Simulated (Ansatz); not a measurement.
Crystal: PtS2.

```
Pt S
1.0
     3.54320    0.00000    0.00000
    -1.77160    3.06850    0.00000
     0.00000    0.00000    5.03880
Pt S
1 2
Direct
  0.00000 0.00000 0.00000
  0.66667 0.33333 0.77300
  0.33333 0.66667 0.22700
```

| Item | Value |
| --- | --- |
| Program | Ansatz 0.2.0 |
| Task | relaxation of cell and atoms |
| Functional | PBEsol |
| Dispersion | D4 |
| Potentials or basis | Ansatz PAW |
| Cutoff | 420 eV (not typed: the program's choice for these potentials) |
| k mesh | 9 × 9 × 5 |
| Occupations | fermi-dirac, width 0.05 eV |
| Spin | no spin polarisation |

At the start: volume 18.26 Å³/atom.

Problem. Where does the relaxation end?

Solution. It ends after 8 steps and the volume is 16.44 Å³/atom (-10.0 %); space group P-3m1 (No. 164, to 0.05 Å).

Step by step:
| step | energy change (eV) | largest force (eV/Å) | volume (Å³) |
| --- | --- | --- | --- |
| 1 | 0.0000 | 0.9600 | 54.78 |
| 2 | -0.0972 | 0.1296 | 51.01 |
| 3 | -0.1267 | 0.0968 | 50.46 |
| 4 | -0.1307 | 0.1013 | 48.51 |
| 5 | -0.1351 | 0.0120 | 49.59 |
| 6 | -0.1354 | 0.0288 | 49.23 |
| 7 | -0.1355 | 0.0001 | 49.31 |
| 8 | -0.1347 | 0.0002 | 49.31 |

Final structure:
```xyz
3
Lattice="3.5660 0.0000 0.0000 -1.7830 3.0882 0.0000 0.0000 0.0000 4.4773" Properties=species:S:1:pos:R:3 pbc="T T T"
Pt    0.0000    0.0000    0.0000
S     1.7830    1.0294    3.2857
S     0.0000    2.0588    1.1916
```

Caveat: the plane-wave basis is chosen anew once the cell has moved, so the energies of steps on either side of that aren't comparable; pairwise dispersion overbinds metals, which lowers pressure and volume; the PAW data sets come from PBE, with cores solved anew for the run's functional, which leaves a small shift of forces and pressure.
